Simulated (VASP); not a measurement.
Set up this calculation in VASP 6.6.1, as the native input.

* Task: single point
* Functional: PBE
* Potentials or basis: VASP PAW PBE potentials, release 64 (Na_pv)
* Cutoff: 520 eV
* k mesh: 8 × 8 × 5
* Occupations: fermi-dirac, width 0.05 eV
* Spin: no spin polarisation
* Further INCAR settings: ALGO = Normal; EDIFF = 1e-07; NBANDS = 14

The structure of Na lies in POSCAR:

```
Na
1.0
    3.7670000000      0.0000000000      0.0000000000
   -1.8835000000      3.2623176961      0.0000000000
    0.0000000000      0.0000000000      6.1540000000
Na
2
Direct
    0.6554920000      0.3237810000      0.7498980000
    0.3229620000      0.6585590000      0.2480590000
```

This isn't the form of Na at room conditions, which is bcc.

The cell isn't the ideal one: atoms moved at random, drawn with an rms of 0.05 Å.

The input as run:

INCAR

```
SYSTEM = Na
  PREC = Accurate
  ENCUT = 520
  EDIFF = 1E-7
  ISMEAR = -1
  SIGMA = 0.05
  LREAL = .False.
  LASPH = .True.
  NELM = 80
  ALGO = Normal
  ISIF = 2
  LWAVE = .False.
  LCHARG = .False.
  GGA = PE
  NBANDS = 14
```

KPOINTS

```
regular mesh
0
Gamma
  8 8 5
  0 0 0
```

Potentials or basis: VASP PAW PBE potentials, release 64 (Na_pv).

Command:

```console
$ cat potpaw_PBE.64/Na_pv/POTCAR > POTCAR
$ mpirun -np 1 vasp_std > vasp.out
```

Results of the run:

```
Pressure               : -0.1 GPa
Largest force          : 0.008 eV/Å
Band gap on the k mesh : none (metal or under the smearing width)
```

Run time: 100 s on 1 thread of Intel(R) Xeon(R) Platinum 8488C (Sapphire Rapids), with other jobs on the host, peak memory 0.25 GiB.
